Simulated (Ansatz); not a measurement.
A relaxation computed with Ansatz, from input to last step.

```yaml
crystal:
  lattice:
    - [0.0, 4.7452529002, 7.4145608918]
    - [2.3704452393, 0.0, 7.4145608918]
    - [2.3704452393, 4.7452529002, 0.0]
  atoms:
    - { symbol: Si, position: [0.5630813687, 0.5630813687, 0.9369186313] }
    - { symbol: Si, position: [0.3130813687, 0.3130813687, 0.6869186313] }
    - { symbol: Si, position: [0.6869186313, 0.6869186313, 0.3130813687] }
    - { symbol: Si, position: [0.9369186313, 0.9369186313, 0.5630813687] }
    - { symbol: O, position: [0.625, 0.125, 0.625] }
    - { symbol: O, position: [0.625, 0.625, 0.125] }
    - { symbol: O, position: [0.625, 0.625, 0.625] }
    - { symbol: O, position: [0.125, 0.625, 0.625] }
    - { symbol: O, position: [0.1856430184, 0.8143569816, 0.1856430184] }
    - { symbol: O, position: [0.8143569816, 0.1856430184, 0.8143569816] }
    - { symbol: O, position: [0.4356430184, 0.0643569816, 0.4356430184] }
    - { symbol: O, position: [0.0643569816, 0.4356430184, 0.0643569816] }
basis:
  ecutwfc: 420
kpoints:
  mp_grid: { grid: [6, 6, 6] }
hamiltonian:
  xc: lda
scf:
  occupations: { method: gaussian, width: 0.02 }
output:
  forces: true
  stress: true
  eigenvalues: true
  write_density: true
  write_potential: true
  elf: true
  volumetric_format: npy
relax:
  adjacent_minimum: "off"
  f_tol: 0.01
  max_steps: 30
  cell: { stress_tol: 0.1, fix: [volume] }
```

```bash
ansatz run input.yaml --threads 2 --pin off --max-ram 5120MiB --backend cpu --events-out ev --progress --plain --runs-dir out
```

Method: DFT LDA, scalar-relativistic, plane waves, PAW in Ansatz.

The volume is held at 1.03 times that of the relaxed cell.

Of 6 frames 5 are shown, positions in Å and forces in eV/Å; the SCF threshold varies from step to step. Steps run on the plane waves of an earlier cell, with a Pulay correction in the pressure. The basis is chosen afresh for the last frame, the zero of the energies, and at times for earlier ones too; energy and pressure step there, also at an unchanged geometry.

```xyz
12
Lattice="0.0000 4.7453 7.4146 2.3704 0.0000 7.4146 2.3704 4.7453 0.0000" Properties=species:S:1:pos:R:3:forces:R:3 pbc="T T T" step=1 free_energy_over_end_meV_per_atom=2.19 pressure_GPa=-5.20
Si    3.5557    7.1179    8.3500    0.0000    0.0000    0.0148
Si    2.3704    4.7453    4.6427    0.0000    0.0000    0.0148
Si    2.3704    4.7453   10.1864    0.0000    0.0000   -0.0148
Si    3.5557    7.1179   13.8937    0.0000    0.0000   -0.0148
O     1.7778    5.9316    5.5609    0.0000    0.0000    0.0000
O     1.7778    3.5589    9.2682    0.0000    0.0000    0.0000
O     2.9631    5.9316    9.2682    0.0000    0.0000    0.0000
O     2.9631    3.5589    5.5609    0.0000    0.0000    0.0000
O     2.3704    1.7618    7.4146    0.0000    0.3781    0.0000
O     2.3704    7.7287    7.4146    0.0000   -0.3781    0.0000
O     1.1852    4.1345    3.7073    0.0000    0.3781    0.0000
O     1.1852    0.6108    3.7073    0.0000   -0.3781    0.0000
12
Lattice="0.0000 4.7551 7.4054 2.3685 0.0000 7.4054 2.3685 4.7551 0.0000" Properties=species:S:1:pos:R:3:forces:R:3 pbc="T T T" step=2 free_energy_over_end_meV_per_atom=1.23 pressure_GPa=-4.78
Si    3.5527    7.1327    8.3425    0.0000    0.0000   -0.0002
Si    2.3685    4.7551    4.6398    0.0000    0.0000   -0.0002
Si    2.3685    4.7551   10.1709    0.0000    0.0000    0.0002
Si    3.5527    7.1327   13.8736    0.0000    0.0000    0.0002
O     1.7763    5.9439    5.5540    0.0000    0.0000    0.0000
O     1.7763    3.5663    9.2567    0.0000    0.0000    0.0000
O     2.9606    5.9439    9.2567    0.0000    0.0000    0.0000
O     2.9606    3.5663    5.5540    0.0000    0.0000    0.0000
O     2.3685    1.7743    7.4054    0.0000    0.2843    0.0000
O     2.3685    7.7359    7.4054    0.0000   -0.2843    0.0000
O     1.1842    4.1519    3.7027    0.0000    0.2843    0.0000
O     1.1842    0.6032    3.7027    0.0000   -0.2843    0.0000
12
Lattice="0.0000 4.7644 7.3867 2.3698 0.0000 7.3867 2.3698 4.7644 0.0000" Properties=species:S:1:pos:R:3:forces:R:3 pbc="T T T" step=3 free_energy_over_end_meV_per_atom=0.09 pressure_GPa=-3.66
Si    3.5547    7.1466    8.3276    0.0000    0.0000   -0.0962
Si    2.3698    4.7644    4.6342    0.0000    0.0000   -0.0962
Si    2.3698    4.7644   10.1392    0.0000    0.0000    0.0962
Si    3.5547    7.1466   13.8326    0.0000    0.0000    0.0962
O     1.7774    5.9555    5.5400    0.0000    0.0000    0.0000
O     1.7774    3.5733    9.2334    0.0000    0.0000    0.0000
O     2.9623    5.9555    9.2334    0.0000    0.0000    0.0000
O     2.9623    3.5733    5.5400    0.0000    0.0000    0.0000
O     2.3698    1.8012    7.3867    0.0000    0.0450    0.0000
O     2.3698    7.7275    7.3867    0.0000   -0.0450    0.0000
O     1.1849    4.1834    3.6934    0.0000    0.0450    0.0000
O     1.1849    0.5810    3.6934    0.0000   -0.0450    0.0000
12
Lattice="0.0000 4.7510 7.3972 2.3731 0.0000 7.3972 2.3731 4.7510 0.0000" Properties=species:S:1:pos:R:3:forces:R:3 pbc="T T T" step=4 free_energy_over_end_meV_per_atom=0.02 pressure_GPa=-3.52
Si    3.5597    7.1265    8.3350    0.0000    0.0000    0.0720
Si    2.3731    4.7510    4.6364    0.0000    0.0000    0.0720
Si    2.3731    4.7510   10.1581    0.0000    0.0000   -0.0720
Si    3.5597    7.1265   13.8567    0.0000    0.0000   -0.0720
O     1.7798    5.9387    5.5479    0.0000    0.0000    0.0000
O     1.7798    3.5632    9.2466    0.0000    0.0000    0.0000
O     2.9664    5.9387    9.2466    0.0000    0.0000    0.0000
O     2.9664    3.5632    5.5479    0.0000    0.0000    0.0000
O     2.3731    1.7992    7.3972    0.0000   -0.0168    0.0000
O     2.3731    7.7028    7.3972    0.0000    0.0168    0.0000
O     1.1866    4.1747    3.6986    0.0000   -0.0168    0.0000
O     1.1866    0.5763    3.6986    0.0000    0.0168    0.0000
12
Lattice="0.0000 4.7522 7.3971 2.3726 0.0000 7.3971 2.3726 4.7522 0.0000" Properties=species:S:1:pos:R:3:forces:R:3 pbc="T T T" step=6 free_energy_over_end_meV_per_atom=0.00 pressure_GPa=-3.54
Si    3.5588    7.1284    8.3362    0.0000    0.0000    0.0002
Si    2.3726    4.7522    4.6377    0.0000    0.0000    0.0002
Si    2.3726    4.7522   10.1564    0.0000    0.0000   -0.0002
Si    3.5588    7.1284   13.8549    0.0000    0.0000   -0.0002
O     1.7794    5.9403    5.5478    0.0000    0.0000    0.0000
O     1.7794    3.5642    9.2463    0.0000    0.0000    0.0000
O     2.9657    5.9403    9.2463    0.0000    0.0000    0.0000
O     2.9657    3.5642    5.5478    0.0000    0.0000    0.0000
O     2.3726    1.7992    7.3971    0.0000    0.0002    0.0000
O     2.3726    7.7053    7.3971    0.0000   -0.0002    0.0000
O     1.1863    4.1753    3.6985    0.0000    0.0002    0.0000
O     1.1863    0.5769    3.6985    0.0000   -0.0002    0.0000
```

Time: 72 s on 2 threads of Arm Neoverse V2 (shared host), peak memory 0.58 GiB.